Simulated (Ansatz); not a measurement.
The system is LiF (Griceite).

```
CELL_PARAMETERS angstrom
0.00000 2.01400 2.01400
2.01400 0.00000 2.01400
2.01400 2.01400 0.00000
ATOMIC_POSITIONS crystal
F 0.50000 0.50000 0.50000
Li 0.00000 0.00000 0.00000
```

Base run:

```yaml
Program: Ansatz 0.2.0
Functional: PBE0
Potentials_or_basis: Ansatz PAW
Cutoff: "420 eV (not typed: the program's choice for these potentials)"
k_mesh: 8 × 8 × 8
Occupations: fermi-dirac, width 0.05 eV
Spin: no spin polarisation
```

Its results: band gap on the k mesh 12.16 eV, direct; pressure -1.0 GPa.

The run is repeated on the same cell with these changes: functional from PBE0 to HSE06. What comes out?

Band gap on the k mesh 11.40 eV, direct; pressure -0.9 GPa.

Caveats: the PAW data sets come from PBE, with cores solved anew for the run's functional, which leaves a small shift of forces and pressure; the thresholds are loose for stress.
